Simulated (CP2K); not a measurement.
Crystal: Ir.

```
CELL_PARAMETERS angstrom
2.70907 0.00000 0.00000
1.35453 2.34612 0.00000
1.35453 0.78204 2.21194
ATOMIC_POSITIONS crystal
Ir 0.00000 0.00000 0.00000
```

Base run:

* Program: CP2K 2026.2
* Functional: PBEsol
* Potentials or basis: POTENTIAL_UZH Ir GTH-PBE-q17; TZVP-MOLOPT-PBE-GTH basis
* Density cutoff: 6123 eV
* k mesh: 12 × 12 × 12
* Occupations: fermi-dirac, width 0.01 eV
* Spin: no spin polarisation

Its results: band gap on the k mesh none (metal or under the smearing width); pressure -1.7 GPa.

Question: The run is repeated on the same cell with these changes: functional from PBEsol to PBE; ngrids from 4 to 5. What comes out?

Answer: Band gap on the k mesh none (metal or under the smearing width); pressure 9.2 GPa.

Caveats: spin-orbit coupling is left out, which moves the levels of the heavy elements; the basis of atomic orbitals isn't converged, which shifts pressures, moduli and gaps; the potentials were made for another functional, which shifts forces and pressure (some runs).
